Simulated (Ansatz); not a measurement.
# HRh6: the cost of one run

Program: Ansatz 0.2.0. Level of theory: DFT PBE, scalar-relativistic, plane waves, PAW. These are calculated values, not measurements.

18 further runs of the same task are left out: 18 set aside as unsound or not needed.

### Step 1. The structure to begin with

It takes space group Cm (No. 8, monoclinic). Conventional cell: a = 9.382 Å, b = 5.417 Å, c = 22.297 Å, α = 90.00°, β = 90.00°, γ = 90.00°. Around Rh (site symmetry 1) lie 9 Rh at 2.66 to 2.71 Å. Rh (site symmetry m) has 9 Rh at 2.66 to 2.71 Å as nearest neighbours. Around Rh (site symmetry m) lie 12 Rh at 2.66 to 2.71 Å. Around Rh (site symmetry 1) lie 12 Rh at 2.66 to 2.71 Å. Rh (site symmetry m) is surrounded by 9 Rh at 2.66 to 2.71 Å and 1 H at 2.66 Å. Rh (site symmetry 1) has 2 H at 2.22 Å as nearest neighbours. Only part of the 11 independent sites is listed.

Coordinates:

```cif
data_structure
_symmetry_space_group_name_H-M 'P 1'
_symmetry_Int_Tables_number 1
_cell_length_a 5.4166
_cell_length_b 5.4166
_cell_length_c 22.2966
_cell_angle_alpha 90.000
_cell_angle_beta 90.000
_cell_angle_gamma 120.000
_cell_volume 566.53
loop_
_atom_site_label
_atom_site_type_symbol
_atom_site_fract_x
_atom_site_fract_y
_atom_site_fract_z
_atom_site_occupancy
Rh1 Rh 0.33333 0.16667 0.17940 1
Rh2 Rh 0.33333 0.66667 0.17940 1
Rh3 Rh 0.83333 0.16667 0.17940 1
Rh4 Rh 0.83333 0.66667 0.17940 1
Rh5 Rh 0.16667 0.33333 0.27578 1
Rh6 Rh 0.16667 0.83333 0.27578 1
Rh7 Rh 0.66667 0.33333 0.27578 1
Rh8 Rh 0.66667 0.83333 0.27578 1
Rh9 Rh 0.00000 0.00000 0.37210 1
Rh10 Rh 0.00000 0.50000 0.37210 1
Rh11 Rh 0.50000 0.00000 0.37210 1
Rh12 Rh 0.50000 0.50000 0.37210 1
H1 H 0.21536 0.43072 0.44969 1
H2 H 0.28464 0.56928 0.44969 1
```

This is the geometry of the first run shown, built on a cell relaxed beforehand with the same method.

### Step 2. The scan

Atoms count from 1 in the order of the input.

H2 lies flat over one site of a rigid substrate while its bond length and height are varied.

The axes are (1) distance H13-H14: 8 values from 0.650 to 2.650 Å; (2) height of the H2 axis above the plane of Rh9: 9 values from 0.45 to 3.60 Å.

Nothing else is relaxed. Points are written as (first, second).

### Step 3. Grid point (0.650 Å, 1.73 Å)

The cell repeats along c, and a dipole correction in the vacuum removes the field between the copies.

input.yaml

```yaml
crystal:
  lattice:
    - [5.4165863251, 0.0, 0.0]
    - [-2.7082931626, 4.6909013593, 0.0]
    - [0.0, 0.0, 22.296611923]
  atoms:
    - { symbol: Rh, position: [0.3333333333, 0.1666666667, 0.1793994538] }
    - { symbol: Rh, position: [0.3333333333, 0.6666666667, 0.1793994538] }
    - { symbol: Rh, position: [0.8333333333, 0.1666666667, 0.1793994538] }
    - { symbol: Rh, position: [0.8333333333, 0.6666666667, 0.1793994538] }
    - { symbol: Rh, position: [0.1666666667, 0.3333333333, 0.2757769167] }
    - { symbol: Rh, position: [0.1666666667, 0.8333333333, 0.2757769167] }
    - { symbol: Rh, position: [0.6666666667, 0.3333333333, 0.2757769167] }
    - { symbol: Rh, position: [0.6666666667, 0.8333333333, 0.2757769167] }
    - { symbol: Rh, position: [0.0, 0.0, 0.3721019118] }
    - { symbol: Rh, position: [0.0, 0.5, 0.3721019118] }
    - { symbol: Rh, position: [0.5, 0.0, 0.3721019118] }
    - { symbol: Rh, position: [0.5, 0.5, 0.3721019118] }
    - { symbol: H, position: [0.21535847, 0.4307169401, 0.4496921755] }
    - { symbol: H, position: [0.28464153, 0.5692830599, 0.4496921755] }
basis:
  ecutwfc: 420
kpoints:
  mp_grid: { grid: [6, 6, 1] }
hamiltonian:
  xc: pbe
  pseudopotentials: { kind: paw, azcp: { folder: soft_1 } }
scf:
  occupations: { method: gaussian, width: 0.1 }
output:
  forces: true
  eigenvalues: true
efield:
  axis: 3
  dipole_correction: true
  ramp_width: 0.04
```

Launch:

```
$ ansatz run input.yaml --threads 4 --pin off --max-ram 12288MiB --backend cpu --events-out ev --progress --plain --runs-dir out
```

Q: Estimate wall time and peak memory on 4 threads of Arm Neoverse N1, shared host.

About 50 s, with a peak of 1.8 GiB.
